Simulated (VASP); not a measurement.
Runs of VASP 6.6.1 on TiO2. It takes space group I4_1/amd (No. 141, tetragonal). The conventional cell has a = 3.784 Å, b = 3.784 Å, c = 9.515 Å, α = 90.00°, β = 90.00°, γ = 90.00°. Around Ti (site symmetry -4m2) lie 6 O at 1.93 to 1.98 Å. O (site symmetry 2mm) is surrounded by 3 Ti at 1.93 to 1.98 Å. 

```tsv
task	level	potentials or basis	cell	cutoff (eV)	gap on the mesh (eV)	pressure (GPa)	relaxed volume (Å³/atom)
relaxation of cell and atoms	LDA	VASP PAW LDA potentials, release 64 (Ti_sv, O)	relaxed	600	2.06	0.1	11.06
relaxation of cell and atoms	r2SCAN+rVV10	VASP PAW PBE potentials, release 64 (Ti_sv, O)	relaxed	600	2.53	0.1	11.36
band structure	LDA	VASP PAW LDA potentials, release 64 (Ti_sv, O)	I4_1/amd, 11.06 Å³/atom	520	2.06	(a)	-
band structure	r2SCAN+rVV10	VASP PAW PBE potentials, release 64 (Ti_sv, O)	I4_1/amd, 11.37 Å³/atom	520	2.53	0.1	-
```

Alike in all rows: no spin polarisation; k mesh 10 × 10 × 10; smearing gaussian 0.03 eV.

Question: Estimate the missing entries.

Answer: (a) 0.3.

Caveats: the PAW data sets were made with another functional, which shifts forces and pressure a little (some runs).

A k mesh can miss the band edges.
